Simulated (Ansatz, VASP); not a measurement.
**Two plane-wave programs on SiC**

Contents of INCAR:

```
PREC = Accurate ; ENCUT = 520
EDIFF = 1E-7 ; ISMEAR = -1
SIGMA = 0.02 ; LREAL = False
LASPH = True ; NELM = 100
ALGO = Normal ; ISIF = 2
LWAVE = False ; LCHARG = True
GGA = PE ; LELF = True
LVHAR = True ; NBANDS = 11
```

The input KPOINTS:

```
regular mesh
0
Gamma
  10 10 10
```

POSCAR

```
SiC
1.0
   -0.0176422240      2.1780523476      2.1780523476
    2.1780523476     -0.0176422240      2.1780523476
    2.1604101236      2.1604101236      0.0000000000
Si C
1 1
Direct
   -0.0007200745     -0.0007200745      0.0007200745
    0.2507200745      0.2507200745      0.2492799255
```

Input for Ansatz:

```yaml
crystal:
  lattice:
    - [-0.017642224, 2.1780523476, 2.1780523476]
    - [2.1780523476, -0.017642224, 2.1780523476]
    - [2.1604101236, 2.1604101236, 0.0]
  atoms:
    - { symbol: Si, position: [-0.0007200745, -0.0007200745, 0.0007200745] }
    - { symbol: C, position: [0.2507200745, 0.2507200745, 0.2492799255] }
kpoints:
  mp_grid: { grid: [10, 10, 10] }
  band_path:
    path:
      - [0.0, 0.0, 0.0]
      - [-0.5, -0.5, 0.0]
      - [-0.375, -0.375, 0.25]
      - [-0.375, 0.0, 0.375]
      - [0.0, 0.0, 0.5]
      - [-0.5, -0.25, 0.25]
    npoints: 1
hamiltonian:
  xc: pbe
scf:
  occupations: { method: fermi_dirac, width: 0.02 }
  n_extra_bands: 4
output:
  forces: true
  stress: true
  eigenvalues: true
```

Change from the starting cell: shear_xy strain -1.6%.

Alike in both runs: task single point; functional PBE; k mesh 10 × 10 × 10; occupations fermi-dirac, width 0.02 eV; no spin polarisation.

|  | VASP | Ansatz |
| --- | --- | --- |
| version | VASP 6.6.1 | Ansatz 0.2.0 |
| potentials or method | VASP PAW PBE potentials, release 64 (Si, C) | plane waves, PAW |
| plane-wave cutoff (eV) | 520 | 420 |
| valence electrons in the cell | 8 | 8 |

VASP gave:

```
gap on the k mesh at the Fermi level (eV)       : 1.26
pressure (GPa)                                  : 3.5
largest component of the traceless stress (GPa) : 4.06
rms of the force components (eV/Å)              : 0.009
```

What did Ansatz give for the same quantities?

gap on the k mesh at the Fermi level (eV): 1.27; pressure (GPa): 3.6; largest component of the traceless stress (GPa): 4.04; rms of the force components (eV/Å): 0.009.

Atom by atom the forces differ by 0.000 eV/Å (rms over components). The functional is the same, so the differences come from potentials, cutoffs and numerics.

A k mesh can miss the band edges.
